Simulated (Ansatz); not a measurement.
Deforming Ag

```
Ag
1.0
     0.00000    2.04310    2.04310
     2.04310    0.00000    2.04310
     2.04310    2.04310    0.00000
Ag
1
Direct
  0.00000 0.00000 0.00000
```

Conventional cell: a = 4.086 Å, b = 4.086 Å, c = 4.086 Å, α = 90.00°, β = 90.00°, γ = 90.00°. Ag (atom 1) is surrounded by 12 Ag at 2.89 Å.

The cell is COD entry 9008459, as deposited and not checked against the literature; nothing was relaxed.

All numbers below come from DFT, PBE, all-electron LAPW, scalar-relativistic (Ansatz 0.2.0).

The runs use a Γ-centred 15×15×15 k mesh, Fermi–Dirac smearing of 0.05 eV, basis error target 1 meV/atom, no spin polarisation.

The unchanged cell is at 4.54 GPa.

In a metal, stresses and small energies carry noise from the k mesh.

x, y and z are the Cartesian axes of the cell as listed; fractional coordinates follow a strain, and an engineering shear is twice the off-diagonal strain component.

Question: One change gave: energy change +2 meV/atom; stress change (xx, yy, zz, yz, xz, xy) 0.19, 0.19, 0.19, 0.66, 0.66, 0.66 GPa, compression positive. Which change was it?
A. equal xy, yz and zx engineering shear strains of -1 %
B. equal xy, yz and zx engineering shear strains of -1.5 %
C. equal xy, yz and zx engineering shear strains of +3 %
D. equal xy, yz and zx engineering shear strains of -3 %
E. equal xy, yz and zx engineering shear strains of -2 %
F. z strained by -1.5 % at fixed volume
G. equal xy, yz and zx engineering shear strains of +2 %
H. equal xy, yz and zx engineering shear strains of +1 %

Answer: E. For z strained by -1.5 % at fixed volume: energy change under 1 meV/atom; stress change (xx, yy, zz, yz, xz, xy) -0.02, -0.02, 0.11, 0.00, 0.00, 0.00 GPa, compression positive. For equal xy, yz and zx engineering shear strains of -1.5 %: energy change +1 meV/atom; stress change (xx, yy, zz, yz, xz, xy) 0.10, 0.10, 0.10, 0.47, 0.47, 0.47 GPa, compression positive. For equal xy, yz and zx engineering shear strains of -3 %: energy change +5 meV/atom; stress change (xx, yy, zz, yz, xz, xy) 0.40, 0.40, 0.40, 1.15, 1.15, 1.15 GPa, compression positive. For equal xy, yz and zx engineering shear strains of -1 %: energy change under 1 meV/atom; stress change (xx, yy, zz, yz, xz, xy) 0.04, 0.04, 0.04, 0.29, 0.29, 0.29 GPa, compression positive. For equal xy, yz and zx engineering shear strains of +2 %: energy change +2 meV/atom; stress change (xx, yy, zz, yz, xz, xy) 0.16, 0.16, 0.16, -0.75, -0.75, -0.75 GPa, compression positive. For equal xy, yz and zx engineering shear strains of +1 %: energy change under 1 meV/atom; stress change (xx, yy, zz, yz, xz, xy) 0.04, 0.04, 0.04, -0.29, -0.29, -0.29 GPa, compression positive. For equal xy, yz and zx engineering shear strains of +3 %: energy change +6 meV/atom; stress change (xx, yy, zz, yz, xz, xy) 0.40, 0.40, 0.40, -1.30, -1.30, -1.30 GPa, compression positive.
